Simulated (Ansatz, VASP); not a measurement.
Al: VASP beside Ansatz

```
CELL_PARAMETERS angstrom
0.00000 1.96988 1.96988
1.96988 0.00000 1.96988
1.96988 1.96988 0.00000
ATOMIC_POSITIONS crystal
Al 0.00000 0.00000 0.00000
```

Alike in both runs: task single point; functional BLYP; k mesh 22 × 22 × 22; occupations fermi-dirac, width 0.1 eV; no spin polarisation.

|  | VASP | Ansatz |
| --- | --- | --- |
| version | VASP 6.6.1 | Ansatz 0.2.0 |
| potentials or method | VASP PAW PBE potentials, release 64 (Al) | plane waves (420 eV) with PAW, scalar-relativistic |
| plane-wave cutoff (eV) | 520 | 420 |
| valence electrons in the cell | 3 | 3 |

|  | VASP | Ansatz | Ansatz less VASP |
| --- | --- | --- | --- |
| pressure (GPa) | 10.4 | 10.2 | -0.19 |

Caveats: the PAW data sets were made with another functional, which shifts forces and pressure a little (VASP).
